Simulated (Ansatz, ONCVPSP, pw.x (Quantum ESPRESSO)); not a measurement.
Mn (bcc): variants of one ONCV potential in the solid

```json
{
 "Element": "Mn (Z = 25)",
 "Generator": "ONCVPSP 4.0.1.1 (patched build)",
 "Type": "optimised norm-conserving Vanderbilt (ONCV)",
 "Functional": "PBEsol",
 "Relativity": "scalar-relativistic",
 "Frozen core": "[Ar]",
 "Valence charge": "7",
 "Reference configuration": "3d5 4s2",
 "Partial waves": "4s: rc 2.65 bohr, ncon 5, nbas 10, qcut 1.9 1/bohr, 2 projectors, debl 0.4 Ha; p scattering state at 0.39 Ha: rc 2.35 bohr, ncon 3, nbas 7, qcut 4 1/bohr, 1 projector; 3d: rc 2.05 bohr, ncon 4, nbas 9, qcut 7.2 1/bohr, 1 projector",
 "Local potential": "polynomial inside 1.75 bohr (lpopt 5, dvloc0 4 Ha)",
 "Core correction": "Teter function fitted to the true core (icmod 2), fcfact 0.35"
}
```

In the p channel the program set the typed energies aside and used 0.050 Ha.

Crystal test: bcc Mn in pw.x 7.5, no spin, 17³ k-points, Fermi–Dirac smearing 0.01 Ry, cutoffs set for each file from its atomic test. The reference is all-electron LAPW (Ansatz 0.2.0) with the same functional, mesh and smearing; V0 and B0 come from Birch–Murnaghan fits to the pressures at five volumes. Errors are pseudo minus all-electron; Δ is the rms difference of the E(V) curves that follow from these fits, minima aligned, over ±6 % about the mean V0. Mesh and smearing are coarse, so the numbers serve the comparison and aren't converged zero-temperature values; the lattice is a test structure that the element need not adopt. Spin polarisation and strong correlation are left out, which matters for this element.

All-electron: a0 = 2.752 Å (V0 = 10.43 Å³/atom), B0 = 302.1 GPa.

Base: The largest radius (2.65 bohr) exceeds half the bond length (2.25 bohr), so the spheres overlap, which is one possible source of error among others. This is a poor potential for the solid.

1 further variants are left out: they gave no file fit for a test, a broken result, the same result as the base, or pressures whose basis-set error rivals the error shown.

```csv
change,cutoffs (Ry),pw.x,a0 (Å),a0 error (%),B0 error (%),Δ (meV/atom),mean pressure error (GPa)
base,90/360,converged; energies reset by the program,2.766,+0.51,-0.9,10.6,+4.79
p: rc 2.44,90/360,converged; energies reset by the program,2.766,+0.50,-1.0,10.3,+4.69
p: rc 2.98,90/360,converged; energies reset by the program,2.767,+0.53,-1.1,11.1,+5.02
p: rc 3.22,90/360,converged; energies reset by the program,2.769,+0.60,-1.4,12.3,+5.61
```

**Question.** Give the row for: p: rc 2.02.

**Answer.** pw.x: converged; mean pressure error (GPa): -1.19; a0 (Å): 2.749; a0 error (%): -0.13; B0 error (%): +4.6; Δ (meV/atom): 2.8.
